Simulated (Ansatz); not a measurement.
# CuI: the cost of one run

Program: Ansatz 0.2.0. Level of theory: DFT PBE, scalar-relativistic, plane waves, PAW. These are calculated values, not measurements.

1 further run of the same task is left out (it didn't finish). Runs told in other sessions of the task aren't counted.

## (1) The starting structure

Symmetry: Pm-3n, No. 223, cubic system. The conventional cell has a = 7.515 Å, b = 7.515 Å, c = 7.515 Å, α = 90.00°, β = 90.00°, γ = 90.00°. Around Cu (site symmetry -4m2) lie 4 I at 2.66 Å. I (site symmetry -4m2) is surrounded by 4 Cu at 2.66 Å.

Structure file:

```cif
data_structure
_symmetry_space_group_name_H-M 'Pm-3n'
_symmetry_Int_Tables_number 223
_cell_length_a 7.5146
_cell_length_b 7.5146
_cell_length_c 7.5146
_cell_angle_alpha 90.000
_cell_angle_beta 90.000
_cell_angle_gamma 90.000
_cell_volume 424.34
loop_
_atom_site_label
_atom_site_type_symbol
_atom_site_symmetry_multiplicity
_atom_site_Wyckoff_symbol
_atom_site_fract_x
_atom_site_fract_y
_atom_site_fract_z
_atom_site_occupancy
Cu1 Cu 6 d 0.75000 0.50000 0.00000 1
I1 I 6 c 0.50000 0.75000 0.00000 1
```

The cell was relaxed beforehand at this level, from a generated guess; it needn't be the stable form of this composition. At a tolerance of 0.02 Å it has space group Pm-3n (No. 223); it has 35.36 Å³/atom, an uncorrected energy of -0.06 eV/atom over the elements.

## (2) Bands, states and charges

The input, input.yaml:

```yaml
crystal:
  lattice:
    - [7.5145652, 0.0, 0.0]
    - [0.0, 7.5145652, 0.0]
    - [0.0, 0.0, 7.5145652]
  atoms:
    - { symbol: Cu, position: [0.75, 0.5, 0.0] }
    - { symbol: Cu, position: [0.5, 0.0, 0.75] }
    - { symbol: Cu, position: [0.0, 0.75, 0.5] }
    - { symbol: Cu, position: [0.0, 0.25, 0.5] }
    - { symbol: Cu, position: [0.25, 0.5, 0.0] }
    - { symbol: Cu, position: [0.5, 0.0, 0.25] }
    - { symbol: I, position: [0.5, 0.75, 0.0] }
    - { symbol: I, position: [0.75, 0.0, 0.5] }
    - { symbol: I, position: [0.0, 0.5, 0.75] }
    - { symbol: I, position: [0.25, 0.0, 0.5] }
    - { symbol: I, position: [0.0, 0.5, 0.25] }
    - { symbol: I, position: [0.5, 0.25, 0.0] }
basis:
  ecutwfc: 420
kpoints:
  mp_grid: { grid: [4, 4, 4] }
  band_path:
    path:
      - [[0.0, 0.0, 0.0], [0.0, 0.5, 0.0], [0.5, 0.5, 0.0], [0.0, 0.0, 0.0], [0.5, 0.5, 0.5], [0.0, 0.5, 0.0]]
      - [[0.5, 0.5, 0.5], [0.5, 0.5, 0.0]]
    npoints: 10
hamiltonian:
  xc: pbe
scf:
  occupations: { method: gaussian, width: 0.02 }
  n_extra_bands: 30
output:
  forces: true
  stress: true
  eigenvalues: true
  populations: true
  dos: { projected: true, de: 0.02, nscf_kmesh: { grid: [6, 6, 6] } }
  bader: false
  write_density: true
  write_potential: true
  elf: true
  volumetric_format: npy
```

Command:

```console
ansatz run input.yaml --threads 4 --pin off --max-ram 8192MiB --backend cpu --events-out ev --progress --plain --runs-dir out
```

Q: Estimate wall time and peak memory on 4 threads of Arm Neoverse V2, shared host.

About 78 s, with a peak of 2.6 GiB.
